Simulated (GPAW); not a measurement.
The system is KBr.

```xyz
2
Lattice="0.0000 3.3000 3.3000 3.3000 0.0000 3.3000 3.3000 3.3000 0.0000" Properties=species:S:1:pos:R:3 pbc="T T T"
Br    3.3000    3.3000    3.3000
K     0.0000    0.0000    0.0000
```

* Program: GPAW 26.7.0
* Task: relaxation of cell and atoms
* Functional: revPBE
* Potentials or basis: the program's PAW data sets (release 1.2.1) made for this functional
* Cutoff: 600 eV
* Basis: pw
* k mesh: 7 × 7 × 7
* Occupations: fermi-dirac, width 0.05 eV
* Spin: no spin polarisation

At the start: pressure 1.8 GPa; volume 35.94 Å³/atom.

Problem. Where does the relaxation end?

Solution. Over 3 steps the energy falls by 24.9 meV/atom and the volume is 40.15 Å³/atom (+11.7 %); space group Fm-3m (No. 225, to 0.05 Å).

The path:
| step | energy change (eV) | largest force (eV/Å) | pressure (GPa) | volume (Å³) |
| --- | --- | --- | --- | --- |
| 1 | 0.0000 | 0.0000 | 1.84 | 71.87 |
| 2 | -0.0071 | 0.0000 | 1.68 | 72.51 |
| 3 | -0.0498 | 0.0000 | 0.20 | 80.30 |

Final structure:
```cif
data_structure
_symmetry_space_group_name_H-M 'P 1'
_symmetry_Int_Tables_number 1
_cell_length_a 4.8425
_cell_length_b 4.8425
_cell_length_c 4.8425
_cell_angle_alpha 60.000
_cell_angle_beta 60.000
_cell_angle_gamma 60.000
_cell_volume 80.30
loop_
_atom_site_label
_atom_site_type_symbol
_atom_site_fract_x
_atom_site_fract_y
_atom_site_fract_z
_atom_site_occupancy
Br1 Br 0.50000 0.50000 0.50000 1
K1 K 0.00000 0.00000 0.00000 1
```

Caveat: later steps reuse the first step's grids; the volume moved by +12 % from the deposited cell, more than functionals usually miss.
